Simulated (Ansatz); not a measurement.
# CdF2: band gap under strain

How does strain move the band edges of the published phase of CdF2, and do the functionals agree on it? States: no strain; -2.2 % strain along y alone; +3.8 % shear in the xy plane.

The runs shown are made with Ansatz 0.2.0. PAW datasets, plane waves. Computed at 0 K without zero-point motion; spin polarisation is off.

### Step 1. The system as given

The unstrained cell was relaxed with r2SCAN+rVV10; in each strained cell the atoms were relaxed again with r2SCAN+rVV10. Names of k-points are those of the unstrained zone, where strain can split equivalent points. First state: no strain.

Space group Fm-3m (No. 225), cubic; conventional cell a = 5.365 Å, 12.87 Å³ an atom. Cd has 8 F at 2.32 Å; F has 4 Cd at 2.32 Å.

Structure file:

Space group Fm-3m (No. 225). a = 5.365 Å, b = 5.365 Å, c = 5.365 Å, α = 90.00°, β = 90.00°, γ = 90.00°
```csv
atom,site,symmetry,x,y,z
Cd,4a,m-3m,0.0000,0.0000,0.0000
F,8c,-43m,0.2500,0.7500,0.7500
```

### Step 2. No strain: PBE

Input file input.yaml:

```yaml
crystal:
  lattice:
    - [0.0, 2.682580999, 2.682580999]
    - [2.682580999, 0.0, 2.682580999]
    - [2.682580999, 2.682580999, 0.0]
  atoms:
    - { symbol: Cd, position: [0.0, 0.0, 0.0] }
    - { symbol: F, position: [0.25, 0.25, 0.25] }
    - { symbol: F, position: [0.75, 0.75, 0.75] }
kpoints:
  mp_grid: { grid: [8, 8, 8] }
  band_path:
    path:
      - [0.0, 0.0, 0.0]
      - [0.5, 0.0, 0.5]
      - [0.625, 0.25, 0.625]
      - [0.375, 0.375, 0.75]
      - [0.5, 0.5, 0.5]
      - [0.5, 0.25, 0.75]
      - [0.25, -0.5, -0.25]
    npoints: 1
hamiltonian:
  xc: pbe
scf:
  occupations: { method: fermi_dirac, width: 0.02 }
  n_extra_bands: 4
output:
  forces: true
  stress: true
  eigenvalues: true
```

Started as:

```
$ ansatz run input.yaml --threads 4 --pin off --max-ram 4608MiB --backend cpu --events-out ev --progress --plain --runs-dir out
```

Further steps of the session: No strain: r2SCAN; No strain: HSE06; -2.2 % strain along y alone: PBE; -2.2 % strain along y alone: r2SCAN; -2.2 % strain along y alone: HSE06; +3.8 % shear in the xy plane: PBE; +3.8 % shear in the xy plane: r2SCAN; +3.8 % shear in the xy plane: HSE06.

Q: Predict the outcome of this session.

The runs gave:

Least gap in eV (negative: overlap), with the change from the unstrained cell in brackets:

| state | volume change (%) | PBE | r2SCAN | HSE06 |
| --- | --- | --- | --- | --- |
| no strain | +0.0 | 3.15 | 3.84 | 5.26 |
| -2.2 % strain along y alone | -2.2 | 3.21 (+0.06) | 3.90 (+0.06) | 5.33 (+0.07) |
| +3.8 % shear in the xy plane | -0.0 | 3.15 (+0.00) | 3.84 (+0.00) | 5.26 (+0.00) |

What this shows: With HSE06, of the states in the table -2.2 % strain along y alone shifts the gap most, by +0.070 eV. PBE and HSE06 differ by 2.11 eV on the unstrained gap, and by at most 0.01 eV on its change: the two disagree on the size of the gap but agree on its response to strain.
